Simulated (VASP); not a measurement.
## CdSe (Cadmoselite): equation of state with PBEsol

CdSe (Cadmoselite):

```
Cd Se
1.0
     4.30000    0.00000    0.00000
    -2.15000    3.72391    0.00000
     0.00000    0.00000    7.02000
Cd Se
2 2
Direct
  0.66667 0.33333 0.50000
  0.33333 0.66667 0.00000
  0.66667 0.33333 0.88500
  0.33333 0.66667 0.38500
```

```json
{
  "Program": "VASP 6.6.1",
  "Task": "equation of state",
  "Functional": "PBEsol",
  "Potentials or basis": "VASP PAW PBE potentials, release 64 (Cd, Se)",
  "Cutoff": "520 eV",
  "k mesh": "7 × 7 × 4",
  "Occupations": "fermi-dirac, width 0.05 eV",
  "Spin": "no spin polarisation"
}
```

```
Equilibrium volume                        : 28.37 Å³/atom
Bulk modulus at fixed shape and positions : 52 GPa
Pressure derivative of the bulk modulus   : 4.7
```

Energy against volume, from the lowest point:
```
volume (Å³/atom)  energy (meV/atom)
          26.416              24.49
          26.978              11.74
          27.540               3.74
          28.102               0.00
          28.665               0.05
          29.227               3.48
          29.789               9.93
```

All runs of the series together: 6 min on 1 thread of Intel(R) Xeon(R) Platinum 8488C (Sapphire Rapids) (shared host).

Caveat: the cell was scaled at fixed shape and fractional positions, which overstates the stiffness of a crystal with free parameters, most of all of layers and chains; the PAW data sets were made with another functional, which shifts forces and pressure a little.
